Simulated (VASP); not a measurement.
Here is a VASP 6.6.1 calculation.

File INCAR:

```
PREC = Accurate ; ENCUT = 420
EDIFF = 1E-5 ; ISMEAR = 0
SIGMA = 0.01 ; LREAL = Auto
LASPH = T ; NELM = 100
ALGO = Fast ; ISIF = 2
LWAVE = F ; LCHARG = F
ISPIN = 2 ; MAGMOM = 0 0 0 0 0 0 0 0 0 0 0 0 0 0 0 0 0 0 0 0 0 0 0 0 0 0 0 0 0 0 0 0 0 0 0 0 0 0 0 0 0 0 0 0 0 0 0 0 0 0 0 0 0 0 0 0 0 0 0 0 0 0 0 0 0 0 0 0 0 0 0 0 0 0 0 0 0 0 0 0 0 0 0 0 0 0 0 0 0 0 0 0 0 0 0 0 0 0 0 0 0 0 0 0 0 0 0 0 0 0 0 0 0 0 0 0 0 0 0 0 0 0 0 0 0 0 0 0 0 0 0 0 0 0 0 0 0 0 0 0 0 0 0 0 0 0 0 0 0 0 0 0 0 0 0 0 0 0 0 0 0 0 0 0 0.5 0 0 0 0 0 0 0 0 0 0 0 0 0 0 0 0 0 0 0 0 0 0 0 0 0 0 0 0 0 0 0 0 0 0.5 0 0 0 0 0 0 0 0 0 0 0 0 0 0 0 0
LORBIT = 11 ; NUPDOWN = 1
GGA = PE ; IBRION = 2
NSW = 40 ; EDIFFG = -0.01
NELECT = 863 ; ISYM = 0
NCORE = 1 ; LUSENCCL = F
```

File KPOINTS:

```
regular mesh
0
Gamma
  1 1 1
```

The input POSCAR:

```
C213N2
1.0
   10.7160000000      0.0000000000      0.0000000000
    0.0000000000     10.7160000000      0.0000000000
    0.0000000000      0.0000000000     10.7160000000
N C
2 213
Direct
    0.0833333333      0.0833333333      0.0833333333
    0.0833333333      0.9166666667      0.9166666667
    0.0000000000      0.1666666667      0.1666666667
    0.0833333333      0.2500000000      0.2500000000
    0.1666666667      0.0000000000      0.1666666667
    0.2500000000      0.0833333333      0.2500000000
[... 207 lines left out ...]
    0.8333333333      0.8333333333      0.6666666667
    0.9166666667      0.9166666667      0.7500000000
```

Potentials or basis: VASP PAW PBE potentials, release 64 (N, C).

The run is started by

```console
$ cat potpaw_PBE.64/N/POTCAR potpaw_PBE.64/C/POTCAR > POTCAR
$ mpirun -np 1 vasp_gam > vasp.out
```

**Question.** What does it give for the energy gained by relaxing?

**Answer.** 4.6 meV/atom.

Step by step:
| step | energy change (eV) | largest force (eV/Å) | pressure (GPa) |
| --- | --- | --- | --- |
| 1 | 0.0000 | 2.7621 | -0.76 |
| 2 | -0.4219 | 2.6478 | -0.20 |
| 3 | -0.7690 | 0.9671 | -0.54 |
| 4 | -0.8374 | 0.7876 | -0.29 |
| 5 | -0.9318 | 0.2522 | -0.41 |
| 6 | -0.9616 | 0.2332 | -0.37 |
| 7 | -0.9658 | 0.1253 | -0.39 |
| 8 | -0.9732 | 0.0940 | -0.37 |
| 9 | -0.9738 | 0.0628 | -0.38 |
| 10 | -0.9772 | 0.0423 | -0.38 |
| 11 | -0.9772 | 0.0435 | -0.38 |
| 12 | -0.9783 | 0.0277 | -0.38 |
| 13 | -0.9783 | 0.0273 | -0.38 |
| 14 | -0.9788 | 0.0143 | -0.38 |
| 15 | -0.9788 | 0.0148 | -0.38 |
| 16 | -0.9790 | 0.0094 | -0.38 |

Caveat: the cell carries a net charge on a neutralising background, which shifts energy and pressure; the cell is charged against a uniform background, so pressure and absolute levels hang on convention; the cutoff is under 1.25 times the usual one of these potentials, so pressure, stress and relaxed cells hold a basis-set (Pulay) error; the total moment is fixed, so each spin has its own Fermi level.
